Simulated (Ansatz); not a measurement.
# MgH2: the band gap up the ladder of functionals

The task here is to estimate one member of a computed series from the others.

Code: Ansatz 0.2.0. PAW datasets, plane waves. No spin polarisation and no zero-point or thermal motion.

## The system as given

The cell was relaxed beforehand with r2SCAN.

It is orthorhombic, Pbca (No. 61); conventional cell a = 4.742 Å, b = 9.294 Å, c = 4.869 Å, 8.94 Å³ an atom. Around Mg lie 7 H at 1.90–2.16 Å; around H lie 4 Mg at 1.99–2.16 Å; around H lie 3 Mg at 1.90–2.05 Å.

As a file:

```
CELL_PARAMETERS angstrom
4.74161 0.00000 0.00000
0.00000 9.29448 0.00000
0.00000 0.00000 4.86876
ATOMIC_POSITIONS crystal
Mg 0.27381 0.11696 0.03041
Mg 0.22619 0.88304 0.53041
Mg 0.72619 0.61696 0.46959
Mg 0.77381 0.11696 0.46959
Mg 0.77381 0.38304 0.96959
Mg 0.27381 0.38304 0.53041
Mg 0.22619 0.61696 0.03041
Mg 0.72619 0.88304 0.96959
H 0.51281 0.47450 0.24230
H 0.01281 0.47450 0.25770
H 0.01281 0.02550 0.75770
H 0.98719 0.52550 0.74230
H 0.33903 0.70392 0.37861
H 0.33903 0.79608 0.87861
H 0.48719 0.97450 0.25770
H 0.98719 0.97450 0.24230
H 0.83903 0.79608 0.62139
H 0.83903 0.70392 0.12139
H 0.51281 0.02550 0.74230
H 0.48719 0.52550 0.75770
H 0.66097 0.20392 0.12139
H 0.16097 0.29608 0.87861
H 0.16097 0.20392 0.37861
H 0.66097 0.29608 0.62139
```

Set-up of the first run:

File input.yaml:

```yaml
crystal:
  lattice:
    - [4.7416114579, 0.0, 0.0]
    - [0.0, 9.2944831291, 0.0]
    - [0.0, 0.0, 4.8687647252]
  atoms:
    - { symbol: Mg, position: [0.273814473, 0.1169564932, 0.0304067019] }
    - { symbol: Mg, position: [0.226185527, 0.8830435068, 0.5304067019] }
    - { symbol: Mg, position: [0.726185527, 0.6169564932, 0.4695932981] }
    - { symbol: Mg, position: [0.773814473, 0.1169564932, 0.4695932981] }
    - { symbol: Mg, position: [0.773814473, 0.3830435068, 0.9695932981] }
    - { symbol: Mg, position: [0.273814473, 0.3830435068, 0.5304067019] }
    - { symbol: Mg, position: [0.226185527, 0.6169564932, 0.0304067019] }
    - { symbol: Mg, position: [0.726185527, 0.8830435068, 0.9695932981] }
    - { symbol: H, position: [0.512808818, 0.4745045624, 0.2422955611] }
    - { symbol: H, position: [0.012808818, 0.4745045624, 0.2577044389] }
    - { symbol: H, position: [0.012808818, 0.0254954376, 0.7577044389] }
    - { symbol: H, position: [0.987191182, 0.5254954376, 0.7422955611] }
    - { symbol: H, position: [0.339029602, 0.7039203837, 0.3786060877] }
    - { symbol: H, position: [0.339029602, 0.7960796163, 0.8786060877] }
    - { symbol: H, position: [0.487191182, 0.9745045624, 0.2577044389] }
    - { symbol: H, position: [0.987191182, 0.9745045624, 0.2422955611] }
    - { symbol: H, position: [0.839029602, 0.7960796163, 0.6213939123] }
    - { symbol: H, position: [0.839029602, 0.7039203837, 0.1213939123] }
    - { symbol: H, position: [0.512808818, 0.0254954376, 0.7422955611] }
    - { symbol: H, position: [0.487191182, 0.5254954376, 0.7577044389] }
    - { symbol: H, position: [0.660970398, 0.2039203837, 0.1213939123] }
    - { symbol: H, position: [0.160970398, 0.2960796163, 0.8786060877] }
    - { symbol: H, position: [0.160970398, 0.2039203837, 0.3786060877] }
    - { symbol: H, position: [0.660970398, 0.2960796163, 0.6213939123] }
kpoints:
  mp_grid: { grid: [6, 4, 6] }
  band_path:
    path:
      - [[0.0, 0.0, 0.0], [0.5, 0.0, 0.0], [0.5, 0.5, 0.0], [0.0, 0.5, 0.0], [0.0, 0.0, 0.0], [0.0, 0.0, 0.5], [0.5, 0.0, 0.5], [0.5, 0.5, 0.5], [0.0, 0.5, 0.5], [0.0, 0.0, 0.5]]
      - [[0.5, 0.0, 0.0], [0.5, 0.0, 0.5]]
      - [[0.0, 0.5, 0.0], [0.0, 0.5, 0.5]]
      - [[0.5, 0.5, 0.0], [0.5, 0.5, 0.5]]
    npoints: 10
hamiltonian:
  xc: pbe
scf:
  occupations: { method: fermi_dirac, width: 0.02 }
  n_extra_bands: 10
output:
  forces: true
  stress: true
  eigenvalues: true
```

Steps of the session up to this table: PBE band path; r2SCAN at the same geometry; Single point with HSE06; Single point with PBE0.

One of the session's tables, all rows but one given; the rest of the session is left out.

```
 level  gap (eV)
   PBE      2.03
r2SCAN         ?
 HSE06      2.96
  PBE0      3.67
```

Q: Estimate the row for r2SCAN from the others.

**Answer.** gap (eV): 2.59. In the column «gap (eV)» it lies between PBE (2.03) and HSE06 (2.96).

Meshes: PBE 6×4×6, r2SCAN 6×4×6, HSE06 4×2×4, PBE0 4×2×4

The gap runs from 2.03 eV (PBE) to 3.67 eV (PBE0). PBE reaches 69 % of the HSE06 value, and r2SCAN 88 %. PBE0 lies 0.72 eV above HSE06, which differs from it by screening the long-range exchange.

Caveats from the session: Warnings in the runs' records: stress scf threshold loose, stress exchange threshold loose.
